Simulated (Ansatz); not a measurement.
Something may be wrong with this Ansatz 0.2.0 calculation of Zn.

Contents of input.yaml:

```yaml
crystal:
  lattice:
    - [2.67, 0.0, 0.0]
    - [-1.335, 2.3122878281, 0.0]
    - [0.0, 0.0, 4.966]
  atoms:
    - { symbol: Zn, position: [0.6666666667, 0.3333333333, 0.75] }
    - { symbol: Zn, position: [0.3333333333, 0.6666666667, 0.25] }
hamiltonian:
  xc: pbesol
  pseudopotentials: { kind: paw }
kpoints:
  mp_grid: { grid: [11, 11, 6] }
scf:
  occupations: { method: fermi_dirac, width: 0.05 }
  max_iter: 80
output:
  forces: true
  stress: true
  eigenvalues: true
relax:
  f_tol: 0.01
  max_steps: 40
  cell: { stress_tol: 0.05 }
basis:
  ecutwfc: "40 Ry/bohr"
```

Potentials or basis: Ansatz PAW.

Launch:

```sh
$ ansatz run input.yaml --threads 2 --pin off --max-ram 5632MiB --backend cpu --events-out ev --progress --plain --runs-dir out
```

Output:

```text
Error: YAML parse error: error: line 26 column 12: unknown unit factor `Ry/bohr`
  --> <input>:26:12
   |
24 |   cell: { stress_tol: 0.05 }
25 | basis:
26 |   ecutwfc: "40 Ry/bohr"
   |            ^ unknown unit factor `Ry/bohr`
```

Task: Diagnose the run.

Result: The input was rejected before any iteration. The input holds a flaw that was put in on purpose: a cutoff in the wrong unit (basis.ecutwfc = 40 Ry/bohr).
